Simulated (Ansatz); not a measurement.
**Sb: projected density of states with PBE**

The system is Sb, a slab with vacuum.

```
CELL_PARAMETERS angstrom
3.36900 0.00000 0.00000
-1.68450 2.91764 0.00000
0.00000 0.00000 28.32500
ATOMIC_POSITIONS crystal
Sb 0.66667 0.33333 0.26478
Sb 0.33333 0.66667 0.35887
Sb 0.66667 0.33333 0.45296
Sb 0.33333 0.66667 0.54704
Sb 0.66667 0.33333 0.64113
Sb 0.33333 0.66667 0.73522
```

The cell isn't the ideal one: the (0 0 1) slab of Sb, cut from the database cell, not relaxed.

```
Program                           : Ansatz 0.2.0
Task                              : projected density of states
Functional                        : PBE
Potentials or basis               : Ansatz PAW
Cutoff                            : 420 eV (not typed: the program's choice for these potentials)
k mesh                            : 9 × 9 × 1
Occupations                       : fermi-dirac, width 0.05 eV
Spin                              : no spin polarisation
Boundary along the surface normal : dipole_correction
Miller                            : [0, 0, 1]
Bulk formula                      : Sb
```

```yaml
Largest_force: 0.311 eV/Å
Band_gap_on_the_k_mesh: none (metal or under the smearing width)
Density_of_states_at_the_Fermi_level: 5.41 states/eV per cell
Work_function_of_the_upper_face: 4.23 eV
Work_function_of_the_lower_face: 4.23 eV
Dipole_across_the_slab: 0.000 e·Å
```

Forces in eV/Å, atoms in the order of the input:
```
Sb   0.000  0.000  0.135
Sb   0.000  0.000 -0.311
Sb   0.000  0.000 -0.054
Sb   0.000  0.000  0.054
Sb   0.000  0.000  0.311
Sb   0.000  0.000 -0.135
```

Levels at points of the mesh, in eV from the Fermi level:
```csv
k point,band 43,band 44,band 45,band 46,band 47,band 48
"(0.00, 0.00, 0.00)",3.48,3.62,3.80,3.80,3.95,4.23
```

States per cell in windows of 1 eV (zero at the Fermi level; states under -8 eV left out):
| from (eV) | total | Sb 5p | Sb 5s |
| --- | --- | --- | --- |
| -8.0 | 2.05 | 0.18 | 1.86 |
| -7.0 | 0.00 | 0.00 | 0.00 |
| -6.0 | 0.66 | 0.62 | 0.04 |
| -5.0 | 3.38 | 3.06 | 0.29 |
| -4.0 | 3.47 | 2.98 | 0.44 |
| -3.0 | 3.21 | 2.78 | 0.38 |
| -2.0 | 3.61 | 3.16 | 0.36 |
| -1.0 | 3.84 | 3.42 | 0.28 |
| 0.0 | 4.32 | 3.91 | 0.20 |
| 1.0 | 4.67 | 4.21 | 0.16 |
| 2.0 | 4.82 | 4.39 | 0.09 |
| 3.0 | 2.90 | 2.50 | 0.04 |
| 4.0 | 2.66 | 1.19 | 0.02 |
| 5.0 | 4.21 | 0.28 | 0.01 |
| 6.0 | 4.07 | 0.15 | 0.01 |
| 7.0 | 2.12 | 0.07 | 0.00 |

It took 20 s on 4 threads of Arm Neoverse V1 (shared host), peak memory 0.81 GiB.

The run has no spin-orbit coupling, so splittings on Sb are missing.
